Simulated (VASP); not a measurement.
# Ti (P6_3/mmc) in VASP: a series of runs, part 2 of 2

VASP 6.6.1. The steps go on from the part before.

### 6 Single point, PBE

INCAR reads:

```
ALGO     = Normal         # electronic algorithm
EDIFF    = 1E-7           # SCF threshold, eV
ENCUT    = 200            # plane-wave cutoff, eV
GGA      = PE             # functional
ISIF     = 2              # what is computed and relaxed
ISMEAR   = 0              # smearing method
LASPH    = True           # aspherical terms in the spheres
LCHARG   = False          # write CHGCAR
LREAL    = False          # projectors in reciprocal space
LWAVE    = False          # write WAVECAR
NELM     = 60             # most SCF steps
PREC     = Accurate       # precision mode
SIGMA    = 0.1            # smearing width, eV
```

KPOINTS reads:

```
k-points
0
Gamma
  12 12 6
```

POSCAR reads:

```
Ti
1.0
    2.9500000000      0.0000000000      0.0000000000
   -1.4750000000      2.5547749400      0.0000000000
    0.0000000000      0.0000000000      4.6800000000
Ti
2
Direct
    0.3333333300      0.6666666700      0.2500000000
    0.6666666700      0.3333333300      0.7500000000
```

Potentials or basis: VASP PAW PBE potentials, release 64 (Ti_sv).

Launch:

```bash
$ cat potpaw_PBE.64/Ti_sv/POTCAR > POTCAR
$ mpirun -np 1 vasp_std > vasp.out
```

OUTCAR:

```text
EDIFF = 1E-7
   ENCUT = 200
   GGA = PE
   ISIF = 2
   ISMEAR = 0
   LASPH = True
   LREAL = False
   NELM = 60
   PREC = Accurate

 ion  position               nearest neighbor table
   1  0.333  0.667  0.250-   2 2.89   2 2.89   2 2.89   2 2.89   2 2.89   2 2.89
   2  0.667  0.333  0.750-   1 2.89   1 2.89   1 2.89   1 2.89   1 2.89   1 2.89

  LATTYP: Found a hexagonal cell.
 ALAT       =     2.9500000000
 C/A-ratio  =     1.5864406780

  Lattice vectors:

 A1 = (   2.9500000000,   0.0000000000,   0.0000000000)
 A2 = (  -1.4750000000,   2.5547749400,   0.0000000000)
 A3 = (   0.0000000000,   0.0000000000,   4.6800000000)

Analysis of symmetry for initial positions (statically):
=====================================================================
 Subroutine PRICEL returns:
 Original cell was already a primitive cell.

 Routine SETGRP: Setting up the symmetry group for a
 hexagonal supercell.

 Subroutine GETGRP returns: Found 24 space group operations
 (whereof 12 operations were pure point group operations)
 out of a pool of 24 trial point group operations.

The static configuration has the point symmetry D_3d.
 The point group associated with its full space group is D_6h.

Analysis of symmetry for dynamics (positions and initial velocities):
=====================================================================
 Subroutine PRICEL returns:
 Original cell was already a primitive cell.

 Routine SETGRP: Setting up the symmetry group for a
 hexagonal supercell.

 Subroutine GETGRP returns: Found 24 space group operations
 (whereof 12 operations were pure point group operations)
 out of a pool of 24 trial point group operations.

The dynamic configuration has the point symmetry D_3d.
 The point group associated with its full space group is D_6h.

 Subroutine INISYM returns: Found 24 space group operations
 (whereof 12 operations are pure point group operations),
 and found     1 'primitive' translations

[... 116 lines left out ...]
  Fermi-wavevector in a.u.,A,eV,Ry     =   1.439920  2.721055 28.209912  2.073370
  Thomas-Fermi vector in A             =   2.558722
   LORBIT       =      0    0 simple, 1 ext, 2 COOP (PROOUT), +10 PAW based schemes
   GGA     = PE    functional components
   LHFCALC =     F    Hartree Fock is set to
   AEXX    =    0.0000 exact exchange contribution
   IVDW    =     0    specifies the selected vdW correction
   LEPSILON=     F    determine dielectric tensor
   LRPA    =     F    only Hartree local field effects (RPA)
 non-spin polarized calculation
 Gauss-broadening in eV      SIGMA  =   0.10
  energy-cutoff  :      200.00
  volume of cell :       35.27
 maximum number of plane-waves:       240
 NGX is ok and might be reduce to    14
   NGX =  7   NGY =  7   NGZ = 11

 number of electron      23.9999932 magnetization

 Free energy of the ion-electron system (eV)
  ---------------------------------------------------
  ext. energy  EPLUGINS =         0.00000000
  ---------------------------------------------------
  free energy    TOTEN  =       -15.38705264 eV

  energy without entropy =      -15.37627136  energy(sigma->0) =      -15.38166200

 E-fermi :   8.2374     XC(G=0): -11.4235

 val. band max:        8.2338941355   @ k =   0.1667   0.0000   0.1667
 cond. band min:       8.2568526064   @ k =   0.2500   0.2500   0.3333
 fundamental gap:      0.0229584709
 Fermi energy:         8.2373856185

 k-point     1 :       0.0000    0.0000    0.0000
  band No.  band energies     occupation
      1     -48.9073      2.00000
      2     -48.7686      2.00000
      3     -25.4677      2.00000
      4     -24.8616      2.00000
      5     -24.8616      2.00000
      6     -24.8160      2.00000
[... 433 lines left out ...]
      3     -25.3120      2.00000
      4     -25.1578      2.00000
      5     -25.1101      2.00000
      6     -24.9598      2.00000
[... 8 lines left out ...]
     15       9.2061      0.00000
     16      10.7612      0.00000

 [... further k-points ...]

------------------------ aborting loop because EDIFF is reached ----------------------------------------

  FORCE on cell =-STRESS in cart. coord.  units (eV):
  Direction    XX          YY          ZZ          XY          YZ          ZX
  --------------------------------------------------------------------------------------
  -------------------------------------------------------------------------------------
  Total       -9.3732373     -9.3732373     -9.7196952      0.0000000      0.0000000      0.0000000
  in kB     -425.7745287   -425.7745283   -441.5122046      0.0000000      0.0000000      0.0000000
  external PRESSURE =    -431.0204205 kB  Pullay stress =       0.0000000 kB

 VOLUME and BASIS-vectors are now :
 -----------------------------------------------------------------------------
  energy-cutoff  :      200.00
  volume of cell :       35.27
      direct lattice vectors                 reciprocal lattice vectors
     2.950000000  0.000000000  0.000000000     0.338983051  0.195711956  0.000000000
    -1.475000000  2.554774940  0.000000000     0.000000000  0.391423911  0.000000000
     0.000000000  0.000000000  4.680000000     0.000000000  0.000000000  0.213675214

 POSITION                                       TOTAL-FORCE (eV/Angst)
 -----------------------------------------------------------------------------------
     -0.00000      1.70318      1.17000         0.000000     -0.000000      0.000000
      1.47500      0.85159      3.51000        -0.000000      0.000000      0.000000
 -----------------------------------------------------------------------------------
    total drift:                               -0.000009      0.000005     -0.000000

  FREE ENERGIE OF THE ION-ELECTRON SYSTEM (eV)
  ---------------------------------------------------
  free  energy   TOTEN  =       -15.3870526380 eV

  energy  without entropy=      -15.3762713586  energy(sigma->0) =      -15.38166200
```

stdout:

```text
POSCAR found type information on POSCAR Ti
 POSCAR found :  1 types and       2 ions
 scaLAPACK will be used
 LDA part: xc-table for (Slater+PW92), standard interpolation
 POSCAR, INCAR and KPOINTS ok, starting setup
 FFT: planning ... GRIDC
 FFT: planning ... GRID_SOFT
 FFT: planning ... GRID
 WAVECAR not read
 entering main loop
```

Run time: 8 s. Hardware: 1 thread of AMD EPYC 9R45 (Zen 5), shared host; peak memory 0.09 GiB.

The run converged, but a check on its numbers failed (symmetry, net force, bounds or a known fault of this set-up), so they aren't taken as properties of the crystal.

Caveat: the cutoff lies under the usual one of these potentials, so the numbers hold a large basis-set error; a pressure of tens of GPa on the cell as given is suspect, and the run, the potentials or the cell itself is likely at fault.

### 7 Overview

| k mesh | gap on the mesh (eV) | pressure (GPa) |
| --- | --- | --- |
| 12 × 12 × 6 | none | -1.8 |
| 15 × 15 × 8 | none | -1.8 |
| 18 × 18 × 10 | none | -1.8 |
| 21 × 21 × 12 | none | -1.8 |

Alike in all rows: task single point; level PBE; potentials or basis VASP PAW PBE potentials, release 64 (Ti_sv); no spin polarisation; cell as given; cutoff (eV) 520; smearing gaussian 0.1 eV.

Every run on the cell as given and a fine mesh finds a metal.

Absolute energies hang on the potentials; compare differences alone.
